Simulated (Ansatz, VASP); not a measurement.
**One calculation of SnTe, two programs**

Contents of INCAR:

```
SYSTEM = SnTe
  ALGO = Normal
  EDIFF = 1E-7
  ENCUT = 520
  GGA = PE
  ISIF = 2
  ISMEAR = 0
  LASPH = .TRUE.
  LCHARG = .FALSE.
  LREAL = .FALSE.
  LWAVE = .FALSE.
  NBANDS = 17
  NELM = 100
  PREC = Accurate
  SIGMA = 0.03
```

KPOINTS

```
k-points
0
G
  10 10 10
  0 0 0
```

The input POSCAR:

```
SnTe
1.0
   -0.3332213491      2.9989921423      2.9989921423
    2.9989921423     -0.3332213491      2.9989921423
    2.9989921423      2.9989921423     -0.3332213491
Sn Te
1 1
Direct
    0.0000000000      0.0000000000      0.0000000000
    0.5000000000      0.5000000000      0.5000000000
```

Input for Ansatz:

```yaml
crystal:
  lattice:
    - [-0.3332213491, 2.9989921423, 2.9989921423]
    - [2.9989921423, -0.3332213491, 2.9989921423]
    - [2.9989921423, 2.9989921423, -0.3332213491]
  atoms:
    - { symbol: Sn, position: [0.0, 0.0, 0.0] }
    - { symbol: Te, position: [0.5, 0.5, 0.5] }
basis:
  ecutwfc: 420
kpoints:
  mp_grid: { grid: [10, 10, 10] }
hamiltonian:
  xc: pbe
scf:
  occupations: { method: gaussian, width: 0.03 }
output:
  forces: true
  stress: true
  eigenvalues: true
```

Alike in both runs: task single point; functional PBE; k mesh 10 × 10 × 10; occupations gaussian, width 0.03 eV; no spin polarisation.

|  | VASP | Ansatz |
| --- | --- | --- |
| version | VASP 6.6.1 | Ansatz 0.2.0 |
| potentials or method | VASP PAW PBE potentials, release 64 (Sn_d, Te) | scalar-relativistic, plane waves, PAW |
| plane-wave cutoff (eV) | 520 | 420 |
| valence electrons in the cell | 20 | 30 |

Ansatz gave:

```
gap on the k mesh at the Fermi level (eV)       : none
pressure (GPa)                                  : 1.4
largest component of the traceless stress (GPa) : 1.12
```

Question: Which values does VASP return?

Answer: gap on the k mesh at the Fermi level (eV): none; pressure (GPa): 1.4; largest component of the traceless stress (GPa): 1.11.

A gap of «none» marks a metal or a gap that the smearing closes. With one functional, cell and mesh, what is left measures potentials, basis and numerics. The two sets of potentials don't hold the same shells in valence.

The runs have no spin-orbit coupling, so splittings on Te are missing.
